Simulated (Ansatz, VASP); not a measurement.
# C: VASP beside Ansatz

```xyz
4
Lattice="2.4678 0.0000 0.0000 -1.2339 2.1372 0.0000 0.0000 0.0000 7.1323" Properties=species:S:1:pos:R:3 pbc="T T T"
C     0.0000    0.0000    1.7831
C     0.0000    0.0000    5.3492
C     0.0000    1.4248    1.7831
C     1.2339    0.7124    5.3492
```

Alike in both runs: functional PBE; dispersion D3(BJ); k mesh 21 × 21 × 6; occupations gaussian, width 0.1 eV; no spin polarisation.

Ansatz relaxed the structure, and its values are those at the end. VASP's run is a single point on that final structure, the one shown.

```csv
,VASP,Ansatz
version,VASP 6.6.1,Ansatz 0.2.0
potentials or method,"VASP PAW PBE potentials, release 64 (C)","scalar-relativistic, plane waves, PAW"
plane-wave cutoff (eV),520,420
valence electrons in the cell,16,16
```

|  | VASP | Ansatz | Ansatz less VASP |
| --- | --- | --- | --- |
| gap on the k mesh at the Fermi level (eV) | none | none | - |
| pressure (GPa) | -0.9 | -1.3 | -0.41 |

A gap of «none» marks a metal or a gap that the smearing closes.
